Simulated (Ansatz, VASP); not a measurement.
**W in VASP and in Ansatz**

```
CELL_PARAMETERS angstrom
2.53817 0.00000 0.00000
0.00000 2.53817 0.00000
0.00000 0.00000 2.53817
ATOMIC_POSITIONS crystal
W 0.00000 0.00000 0.00000
```

Alike in both runs: task single point; functional PBEsol; k mesh 14 × 14 × 14; occupations fermi-dirac, width 0.1 eV; no spin polarisation.

|  | VASP | Ansatz |
| --- | --- | --- |
| version | VASP 6.6.1 | Ansatz 0.2.0 |
| potentials or method | VASP PAW PBE potentials, release 64 (W_sv) | plane waves (420 eV) with PAW, scalar-relativistic |
| plane-wave cutoff (eV) | 520 | 420 |
| valence electrons in the cell | 14 | 14 |

VASP gave:

- pressure (GPa): 23.6

Problem. Which values does Ansatz return?

Solution. Pressure (GPa): 22.3.

The functional is the same, so the differences come from potentials, cutoffs and numerics. Ansatz warned: «pseudo_functional_mismatch».

Caveats: so large a pressure means that the cell lies far from this level's equilibrium, or that cutoff or potentials fall short (VASP); the potentials were made for another functional, which shifts forces and pressure (VASP). The runs have no spin-orbit coupling, so splittings on W are missing.
